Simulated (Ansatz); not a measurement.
Consider the ligand exchange at a B–Br bond: `ClBBr` + `CC(=O)O` → `CC(=O)OBCl` + HBr.

Calculated with Ansatz (gas phase, PBE0-D4/def2-TZVP geometries, no zero-point term in ΔE). CCSD(T)/CBS is the MP2 limit (def2-TZVPP, def2-QZVPP) plus CCSD(T) − MP2 in def2-TZVPP, frozen cores. DFT in def2-TZVPP. For Br outer-core shells are correlated without core-valence functions, which leaves a few kJ/mol of doubt a bond. Scalar relativity is left out up to krypton. One conformer a species, not always the lowest.

`ClBBr`:

Z-matrix (Å, degrees):
```
B
Cl 1 1.730
Br 1 1.896 2 121.0
H 1 1.186 2 120.0 3 180.0
```

`CC(=O)O`:

Z-matrix (Å, degrees):
```
C
C 1 1.495
H 1 1.092 2 109.8
H 1 1.092 2 109.8 3 117.7
H 1 1.087 2 109.6 3 -121.2
O 2 1.200 1 126.0 3 121.1
O 2 1.346 1 111.6 3 -58.9
H 7 0.968 2 106.4 1 180.0
```

`CC(=O)OBCl`:

Z-matrix (Å, degrees):
```
C
C 1 1.491
H 1 1.092 2 109.3
H 1 1.087 2 109.9 3 -121.3
H 1 1.092 2 109.7 3 117.1
O 2 1.190 1 126.8 3 120.3
O 2 1.380 1 110.6 3 -57.9
B 7 1.361 2 122.1 1 -158.6
Cl 8 1.745 7 116.7 2 -172.6
H 8 1.186 7 123.0 2 9.5
```

HBr:

```xyz
2

Br    0.378    0.491    0.346
H    -0.378   -0.491   -0.346
```

```tsv
level	ΔE (kJ/mol)	difference from CCSD(T)/CBS
BLYP-D4	-26.5	-2.9
r2SCAN-D4	-21.7	1.9
r2SCANh-D4	-22.2	1.4
CAM-B3LYP-D4	-33.7	-10.1
ωB97M-V	-26.7	-3.1
B2PLYP	-25.8	-2.2
BLYP	-24.5	-0.9
r2SCAN	-20.8	2.8
PBE0	-17.8	5.8
r2SCAN0	-22.0	1.6
CCSD/def2-SVP	-37.7	-14.1
HF/def2-TZVPP	-35.7	-12.1
CCSD/def2-TZVPP	-28.5	-4.9
SCS-MP2/def2-QZVPP	-24.0	-0.4
MP2/CBS(def2)	-17.4	6.2
CCSD/CBS(def2)	-25.2	-1.6
CCSD(T)/CBS	-23.6	0
```

Largest T1 diagnostic among the species: 0.015.

In def2-TZVPP, CCSD(T) changes the Hartree–Fock value by +8.9 kJ/mol (the triples alone add +1.7 kJ/mol) and MP2 by +15.1 kJ/mol. Leaving LDA and LC-ωPBE aside and taking each functional with its dispersion term where it has one, the values, not all of them listed here, spread over 17.8 kJ/mol, from CAM-B3LYP-D4 to revPBE-D4. LDA lies −7.2 kJ/mol from PBE without D4.

CCSD(T)/CBS has its own doubt, a few kJ/mol and more with outer-core shells, so smaller differences from it don't rank the levels.
